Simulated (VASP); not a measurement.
## Fe: relaxation of cell and atoms with PBEsol

The system is Fe.

```
Fe
1.0
     3.66869    0.00000    0.00000
    -1.83435    3.17718    0.00000
     0.00000    0.00000    4.20682
Fe
4
Direct
  0.00000 0.00000 0.25000
  0.00000 0.00000 0.75000
  0.33333 0.66667 0.75000
  0.66667 0.33333 0.25000
```

The cell was built by a generator and needn't be a form met in nature.

| Item | Value |
| --- | --- |
| Program | VASP 6.6.1 |
| Task | relaxation of cell and atoms |
| Functional | PBEsol |
| Potentials or basis | VASP PAW PBE potentials, release 64 (Fe) |
| Cutoff | 600 eV |
| k mesh | 6 × 6 × 4 |
| Occupations | gaussian, width 0.1 eV |
| Spin | no spin polarisation |
| Dipole correction | no |
| Further INCAR settings | ALGO = Normal; EDIFF = 1e-06; IBRION = 2; EDIFFG = -0.04; NSW = 90; ISIF = 3 |

```
Relaxed volume                         : 12.14 Å³/atom
Relaxed cell                           : a = 3.674 Å, b = 3.674 Å, c = 4.152 Å, α = 90.00°, β = 90.00°, γ = 120.00°
Space group after relaxing (to 0.05 Å) : P6_3/mmc (No. 194)
Energy gained by relaxing              : 1.6 meV/atom
Ionic steps                            : 4
Pressure after relaxing                : 0.2 GPa
```

Stress tensor (GPa, compression positive):
```
 0.30  0.00  0.00
 0.00  0.30  0.00
 0.00  0.00 -0.06
```

The path:
| step | energy change (eV) | largest force (eV/Å) | pressure (GPa) | volume (Å³) |
| --- | --- | --- | --- | --- |
| 1 | 0.0000 | 0.0000 | -1.65 | 49.04 |
| 2 | -0.0029 | 0.0000 | 1.99 | 48.14 |
| 3 | -0.0044 | 0.0000 | 0.64 | 48.47 |
| 4 | -0.0066 | 0.0000 | 0.18 | 48.54 |

Final structure:
```
Fe
1.0
     3.67407    0.00000    0.00000
    -1.83704    3.18184    0.00000
     0.00000    0.00000    4.15247
Fe
4
Direct
  0.00000 0.00000 0.25000
  0.00000 0.00000 0.75000
  0.33333 0.66667 0.75000
  0.66667 0.33333 0.25000
```

Levels at points of the mesh, in eV from the Fermi level:
| k point | band 14 | band 15 | band 16 | band 17 | band 18 | band 19 |
| --- | --- | --- | --- | --- | --- | --- |
| (0.00, 0.00, 0.00) | -1.24 | -1.24 | -0.55 | 0.06 | 0.23 | 0.23 |
| (0.50, 0.00, 0.00) | -0.32 | -0.30 | 0.33 | 0.50 | 0.68 | 0.68 |
| (0.00, 0.00, 0.50) | -1.07 | -1.07 | -1.07 | -0.22 | -0.22 | -0.06 |
| (0.50, 0.00, 0.50) | -1.02 | 0.14 | 0.14 | 0.32 | 0.32 | 0.61 |

Run time: 59 s on 1 thread of Intel(R) Xeon(R) 6975P-C (Granite Rapids), on a shared host, peak memory 0.18 GiB.

Caveat: the k mesh is coarse (spacing up to 0.37 Å⁻¹), so the values aren't converged; the bands computed are all filled at some k points, so no gap is given; the PAW data sets were made with another functional, which shifts forces and pressure a little; the run has no spin polarisation, though such a crystal can be magnetic. Spin polarisation is off, so any magnetic state and its effect on volume and gap are missing.
